ABINIT 10.8.3, PBEsol with scalar-relativistic norm-conserving PseudoDojo v0.4.1 standard pseudopotentials, for GaN (P6_3mc) in its relaxed cell; plane-wave cutoff 1142.88 eV, 8 × 8 × 4 k-point mesh. Computed wavenumbers are for harmonic zone-centre optical modes, without the long-range electric field that separates LO from TO.

```
row  computed wavenumber (cm⁻¹)  what it is  measured wavenumber (cm⁻¹)                                                            label in the paper, method, sample  temperature of the measurement (K)                   source
  1                       136.6      2-fold                         n/a                                                                                           n/a                                 n/a                      n/a
  2                         n/a         n/a                         143                                                            E2(low); micro-Raman; bulk crystal                                 n/a       pmc:4275118 (2014)
  3                       327.0      1-fold                         n/a                                                                                           n/a                                 n/a                      n/a
  4                       521.8      1-fold                         n/a                                                                                           n/a                                 n/a                      n/a
  5                       543.3      2-fold                         n/a                                                                                           n/a                                 n/a                      n/a
  6                       551.5      2-fold                         n/a                                                                                           n/a                                 n/a                      n/a
  7                         n/a         n/a                       566.3     E2(high), cross z(yx)z configuration, x along [11-20]; polarized Raman spectroscopy; film                                 n/a      pmc:10858272 (2024)
  8                         n/a         n/a                       566.6  E2(high), parallel z(xx)z configuration, x along [11-20]; polarized Raman spectroscopy; film                                 n/a      pmc:10858272 (2024)
  9                         n/a         n/a                       567.4                                                    E2(high); Raman spectroscopy; bulk crystal                                 n/a  arXiv:1502.00072 (2015)
 10                         n/a         n/a                         568                                                           E2(high); micro-Raman; bulk crystal                                 n/a       pmc:4275118 (2014)
 11                         n/a         n/a                         568                                                                   E2(high); micro-Raman; film                                 300   arXiv:1311.3097 (2013)
 12                         n/a         n/a                       568.1  E2(high), parallel z(xx)z configuration, x along [11-20]; polarized Raman spectroscopy; film                                 n/a      pmc:10858272 (2024)
 13                         n/a         n/a                       568.4     E2(high), cross z(yx)z configuration, x along [11-20]; polarized Raman spectroscopy; film                                 n/a      pmc:10858272 (2024)
 14                         n/a         n/a                       568.5                                             E2(high), sample etched 10 min; micro-Raman; film                                 300       pmc:3212216 (2011)
 15                         n/a         n/a                       568.7                                                E2(high), unetched sample A; micro-Raman; film                                 300       pmc:3212216 (2011)
 16                         n/a         n/a                         570                                                                         E2(high); Raman; film                                 300  arXiv:1910.07810 (2019)
 17                       678.9      1-fold                         n/a                                                                                           n/a                                 n/a                      n/a
 18                         n/a         n/a                         733                                                             A1(LO); micro-Raman; bulk crystal                                 n/a       pmc:4275118 (2014)
 19                         n/a         n/a                         733                                                                     A1(LO); micro-Raman; film                                 300   arXiv:1311.3097 (2013)
 20                         n/a         n/a                         734                                                      A1(LO); Raman spectroscopy; bulk crystal                                 n/a  arXiv:1502.00072 (2015)
 21                         n/a         n/a                         735                                                                           A1(LO); Raman; film                                 300  arXiv:1910.07810 (2019)
 22                         n/a         n/a                         745                                                             E1(LO); micro-Raman; bulk crystal                                 n/a       pmc:4275118 (2014)
```

The disagreement looks worst at the top of the list. The computed wavenumbers end at 679 cm⁻¹, while the measured lines labelled LO only begin at 733. Yet no vibration has been lost: a cell of four atoms has nine optical modes, and all nine are there once each 2-fold row is counted twice. What is absent is a force that acts on some of these modes. When it is put back, a smaller error remains, and it has a different origin.

To see which modes lack the force, each one must first be identified. In this hexagonal crystal a 1-fold mode moves the atoms along the hexagonal axis c, and a 2-fold mode moves them in the plane across it. The same calculation also gives the infrared strength of each mode, and only two rows have any. The 1-fold row at 521.8 cm⁻¹ is therefore A1 and the 2-fold row at 543.3 is E1. In both, all gallium atoms move against all nitrogen atoms, so that the whole crystal acquires an electric dipole.

In the other modes the two halves of the cell move in opposite senses and their dipoles cancel. The 2-fold ones are E2(low) and E2(high), the 1-fold ones are the two B1 modes. The highest computed row, 678.9 cm⁻¹, is one of these B1 modes, which neither infrared nor first-order Raman spectra show. It lies 55 cm⁻¹ below the mean measured A1(LO) line and is its nearest neighbour in the list, but pairing the two would compare different motions. The true partner of that line is the A1 mode far below, at 521.8.

The absent force can be pictured with two wide slabs of equal and opposite charge that fill the same space and are joined by springs. If one slab slides sideways, along its faces, the charges still cancel almost everywhere and only the springs pull it back. If it is shifted across its faces instead, a thin layer of bare charge appears on either side. The field between these layers grows with the shift and pulls the slab back as well, so the vibration becomes faster. The sideways motion stands for a transverse optical (TO) mode, in which the atoms move across the direction of the wave, and the shift across the faces for a longitudinal optical (LO) mode, in which they move along it. The picture holds for the field only: in GaN the springs themselves differ between the c axis and the plane, and the electrons shift along with the atoms.

The size of the extra pull follows in three steps. Shifting gallium against nitrogen by a distance u creates a dipole proportional to Zu, where Z is the Born charge, the dipole gained per unit of displacement. In a longitudinal wave this dipole sets up an opposing field proportional to Zu/ε, where ε is the electronic dielectric constant, the factor by which the electrons weaken the field. The field acts on the same charge Z, so the added stiffness is proportional to Z²/ε. With ω for the wavenumber this gives

ω(LO)² = ω(TO)² + K Z²/ε

where K contains only the atomic masses and the volume, and is the same for both polar modes.

The computed column contains the first term on the right but not the second. With the field included, the same calculation raises A1 by 194 cm⁻¹ to 715.5 and E1 by 173 cm⁻¹ to 715.8. The E2 and B1 modes stay where they were, as they should without a net dipole. The large disagreement at the top of the list is thus an omission in what is tabulated, and not an error of the density functional.

What remains is a deficit in every mode that can be compared. A1(LO) is now 18 cm⁻¹ below the mean of its measured values, or 2.5 per cent. E1(LO) is 29 cm⁻¹ below its single measured value, or 3.9 per cent. Both LO modes depend on the springs and on the field, so they do not reveal which of the two is at fault.

The E2 modes do, because they carry no such field. E2(high) is computed 16.5 cm⁻¹ below the mean of ten measured values, while those values differ among themselves by less than 4. E2(low) is also too low, by 6.4 cm⁻¹, though against one measurement only. The springs, that is, all forces between the atoms other than this long-range field, are therefore too soft in the calculation, at least for these two kinds of motion. For strain measurements on GaN films this has a practical consequence: the computed E2(high) wavenumber should not serve as the strain-free reference, because its error is larger than the whole spread of the measured samples.

Why the springs are soft has to be argued, since the table holds only one functional. The measured values contain thermal and zero-point motion, which the harmonic calculation leaves out, but in GaN this motion normally lowers E2(high), so removing it would widen the deficit. Stretched bonds are an unlikely cause too, because the relaxed cell, with edges of 3.187 and 5.177 Å, is no larger than the measured cell as usually quoted. Semilocal functionals such as the one used here are known to give somewhat soft vibrations. A plausible reason is that they make the band gap too small, so that the electrons follow a displaced atom too readily and take away part of the restoring force. A contribution from the pseudopotentials has not been tested.

The same readiness of the electrons appears in the dielectric constant. The calculation gives ε of about 5.9, while measurement gives roughly 5.3, a recalled value. Electrons that respond too strongly also screen the field too strongly, and the LO modes lose part of their extra stiffness. The equation shows how much this matters if the TO wavenumber and the Born charge are left as computed. For A1 the field term is

715.5² − 521.8² ≈ 239 700 cm⁻²

and with the smaller dielectric constant it grows to

239 700 × 5.89/5.3 ≈ 266 000 cm⁻²

Adding the squared TO wavenumber again gives

ω(LO) ≈ √(272 300 + 266 000) ≈ 734 cm⁻¹

This estimate has no adjustable coefficient, and no measured wavenumber entered it. It moves A1(LO) up by about 18 cm⁻¹, onto the measured lines. The agreement is too good to be taken at face value, because the soft springs have not been corrected and stiffer ones would push the result beyond the measurement. Some other error, perhaps in the Born charge, would then have to act the opposite way. For E1(LO) the same step gives 733 cm⁻¹, still 12 below the measured value. The estimate thus suggests that overscreening can lower the LO modes by about as much as the whole deficit of A1(LO) and more than half of that of E1(LO), but it is not a correction to be applied.

One more failure is easy to overlook because it concerns a small difference. One study of a bulk crystal places E1(LO) 12 cm⁻¹ above A1(LO), whereas the calculation puts the two within 1 cm⁻¹ of each other. The equation explains why they nearly coincide. The A1 mode starts lower, since its springs are softer, but it gains more from the field, since the Born charge is larger along c (2.76) than in the plane (2.63).

In squared wavenumbers the lower start costs A1 about 22 900 cm⁻², and the stronger field returns about 22 600. A small gap left over from two large contributions is fragile: a change of one per cent in the field term of A1 alone moves that mode by 1.7 cm⁻¹. An error of about 7 per cent in this one term would therefore be enough to hide the measured gap. Whether the fault lies in the dielectric constant, the charges, the springs or the finite mesh of the calculation cannot be decided here, and the measured gap itself rests on a single E1(LO) value.

The equation also tells what to expect when a list of computed modes leaves out the field. The modes without a net dipole can be compared with experiment as they stand. The polar ones can be compared directly only with TO lines. Against LO lines they will appear too low, and for similar masses, volumes and TO wavenumbers the more so the larger the Born charge and the weaker the electronic screening. In silicon, where both atoms are alike and the Born charge is zero, LO and TO coincide at the zone centre and the omission does no harm. The differences and estimates used above are listed in the output that follows.

Output of the analysis:

```
Number of computed optical modes, degeneracy counted: 9
Wrong pairing, silent B1(high) less mean measured A1(LO), cm^-1: -54.85
Rise of A1 from TO to LO by the long-range field, cm^-1: 193.7
Rise of E1 from TO to LO by the long-range field, cm^-1: 172.5
E2(low), computed less measured, cm^-1: -6.4
E2(low), computed less measured, percent: -4.476
E2(high), mean of the measured values, cm^-1: 568
E2(high), computed less mean measured, cm^-1: -16.5
E2(high), computed less mean measured, percent: -2.905
E2(high), spread of the measured values, cm^-1: 3.7
A1(LO), computed with field less mean measured, cm^-1: -18.21
A1(LO), computed with field less mean measured, percent: -2.481
E1(LO), computed with field less measured, cm^-1: -29.25
E1(LO), computed with field less measured, percent: -3.926
Gap E1(LO) less A1(LO), computed, cm^-1: 0.211
Gap E1(LO) less A1(LO), measured in one bulk study, cm^-1: 12
Squared TO wavenumbers, E1 less A1, thousand cm^-2: 22.9
Field terms in squared wavenumber, A1 less E1, thousand cm^-2: 22.6
Ratio of the field terms, A1 to E1: 1.104
Ratio of squared Born charge over dielectric constant, along c to in plane: 1.104
Shift of A1(LO) for a change of its field term by one percent, cm^-1: 1.675
Estimate of A1(LO) with dielectric constant 5.3, cm^-1: 733.9
Estimate of E1(LO) with dielectric constant 5.3, cm^-1: 733.1
```
